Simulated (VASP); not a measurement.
A run of VASP 6.6.1:

File INCAR:

```
SYSTEM = Al
PREC     = Accurate       ! precision mode
ENCUT    = 520            ! plane-wave cutoff, eV
EDIFF    = 1E-6           ! SCF threshold, eV
ISMEAR   = 0              ! smearing method
SIGMA    = 0.1            ! smearing width, eV
LREAL    = .False.        ! projectors in reciprocal space
LASPH    = .True.         ! aspherical terms in the spheres
NELM     = 80             ! most SCF steps
ALGO     = Normal         ! electronic algorithm
ISIF     = 2              ! what is computed and relaxed
LWAVE    = .False.        ! write WAVECAR
LCHARG   = .True.         ! write CHGCAR
GGA      = CA             ! functional
LELF     = .True.         ! ELF
LVHAR    = .True.       
LVACPOTAV= .True.
```

Contents of KPOINTS:

```
Automatic mesh
0
Gamma
  16 16 1
  0 0 0
```

POSCAR

```
Al
1.0
    2.8609540367      0.0000000000      0.0000000000
    1.4304770183      2.4776588748      0.0000000000
    0.0000000000      0.0000000000     32.6876735131
Al
9
Direct
    0.3333333333      0.3333333333      0.2141480028
    0.6666666667      0.6666666667      0.2856110021
    0.0000000000      0.0000000000      0.3570740014
    0.3333333333      0.3333333333      0.4285370007
    0.6666666667      0.6666666667      0.5000000000
    0.0000000000      0.0000000000      0.5714629993
    0.3333333333      0.3333333333      0.6429259986
    0.6666666667      0.6666666667      0.7143889979
    0.0000000000      0.0000000000      0.7858519972
```

Potentials or basis: VASP PAW LDA potentials, release 64 (Al).

The run is started by

```console
$ cat potpaw_LDA.64/Al/POTCAR > POTCAR
$ mpirun -np 1 vasp_std > vasp.out
```

Hardware: 1 thread of Intel(R) Xeon(R) 6975P-C (Granite Rapids) (shared host).

Problem. Estimate the wall time of this run.

Solution. Wall time 2.2 min on 1 thread of Intel(R) Xeon(R) 6975P-C (Granite Rapids), with other jobs on the host, peak memory 0.32 GiB. Counts: scf iterations 23, k points 30.
